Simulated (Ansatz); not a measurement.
# CaSe: one input, then a changed one

The cell is the one relaxed in the Materials Project (mp-1415), not relaxed further here; entries there can be hypothetical.

First run: DFT, LDA, all-electron LAPW, scalar-relativistic (Ansatz 0.2.0).

Command: `ansatz run input.yaml --threads 1 --pin off --max-ram 2048MiB --backend cpu --events-out ev --progress --plain --runs-dir out` The run took 7.5 s on 1 thread of Arm Neoverse V1 (shared host), peak memory 0.33 GiB.

```yaml
crystal:
  lattice:
    - [0.0, 2.9702381052, 2.9702381052]
    - [2.9702381052, 0.0, 2.9702381052]
    - [2.9702381052, 2.9702381052, 0.0]
  atoms:
    - { symbol: Ca, position: [0.0, 0.0, 0.0] }
    - { symbol: Se, position: [0.5, 0.5, 0.5] }
kpoints:
  mp_grid: { grid: [9, 9, 9] }
scf:
  occupations: { method: gaussian, width: 0.2 }
hamiltonian:
  xc: lda
  pseudopotentials: { kind: all_electron, lapw: { basis_error: 0.00025 } }
output:
  forces: true
  stress: true
  eigenvalues: true
```

Result: converged; pressure -3.73 GPa; gap on the k mesh 1.95 eV (the mesh can miss the band edges); 7 SCF iterations.

A second run of a changed input logged this at its end:

```
  E_smearing   = -0.000402  (= −TS)
  E_closure    = 0.000000  (closes the sum)
  E_atoms      = -84503.907673  (free atoms, spherical and without spin; not in F)
  Σ components = -84504.239463   (vs F -84504.239463, Δ=0.00e0)
  Basis errors (estimates in eV, not in F): energy 9.8e-5 per atom: plane waves 9.0e-5 (4.6e-5 summed), levels above the bands 3.6e-15, relativity 1.9e-9, radial functions 8.3e-6, core shells 3.7e-8; eigenvalues (radial functions only) 3.4e-7; not estimated: angular momenta, meshes, grids; target (lapw.basis_error) 2.5e-4; muffin-tin radii Ca 1.469 Å, Se 1.502 Å
--- Forces (eV/Å), atoms counted from 1 ---
  atom   1  Ca     0.00000000     0.00000000     0.00000000
  atom   2  Se     0.00000000     0.00000000    -0.00000000
  max |Σ_I F_I| component: 3.52e-24 eV/Å
--- Stress (GPa, compression-positive) ---
       31.238011       0.000000       0.000000
        0.000000      31.238011      -0.000000
        0.000000      -0.000000      31.238011
  P = ⅓ Tr σ = 31.2380 GPa (312.380 kbar)
--- Band table (eV) ---
  k-point 0: bands = ["-321.5603", "-321.5603", "-321.5603", "-194.2432", "-134.2842", "-134.2842", "-134.2842", "-35.0839", "-35.0839", "-35.0807", "-35.0807", "-35.0807", "-33.9189", "-15.0569", "-15.0569", "-15.0569", "-2.5776", "9.0126", "9.0126", "9.0126", "10.1029", "10.1029", "10.1029", "10.5844"]
```

Q: What was wrong with the input?

A: One k-point for a small cell, by this change (others could give a like log):
```diff
@@ -8,7 +8,8 @@
     - { symbol: Se, position: [0.5, 0.5, 0.5] }
 kpoints:
-  mp_grid: { grid: [9, 9, 9] }
+  mp_grid: { grid: [1, 1, 1] }
 scf:
   occupations: { method: gaussian, width: 0.2 }
+  max_iter: 50
 hamiltonian:
   xc: lda
```
